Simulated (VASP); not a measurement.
Runs of VASP 6.6.1 on C. Symmetry: Fd-3m, No. 227, cubic system. Conventional cell: a = 3.567 Å, b = 3.567 Å, c = 3.567 Å, α = 90.00°, β = 90.00°, γ = 90.00°. C (site symmetry -43m) has 4 C at 1.54 Å as nearest neighbours. This isn't the form of C at room conditions, which is graphite.

```tsv
level	potentials or basis	k mesh	grid for exact exchange (PRECFOCK)	screening parameter	gap on the mesh (eV)	pressure (GPa)
LDA	VASP PAW LDA potentials, release 64 (C)	11 × 11 × 11	-	-	4.10	-11.6
PBEsol	VASP PAW PBE potentials, release 64 (C)	11 × 11 × 11	-	-	(b)	(a)
r2SCAN	VASP PAW PBE potentials, release 64 (C)	11 × 11 × 11	-	-	4.32	-1.3
HSE06	VASP PAW PBE potentials, release 64 (C)	8 × 8 × 8	Fast	0.2 1/A	5.30	-7.4
```

Alike in all rows: task single point; no spin polarisation; cell as given; cutoff (eV) 520; smearing fermi-dirac 0.02 eV.

Problem. Fill in the values left out.

Solution. (a) -3.8; (b) 4.00.

Caveats: an odd mesh through Γ misses points on the zone boundary, where band edges often lie (some runs); the PAW data sets were made with another functional, which shifts forces and pressure a little (some runs).

Runs at the PBE level aren't shown here.
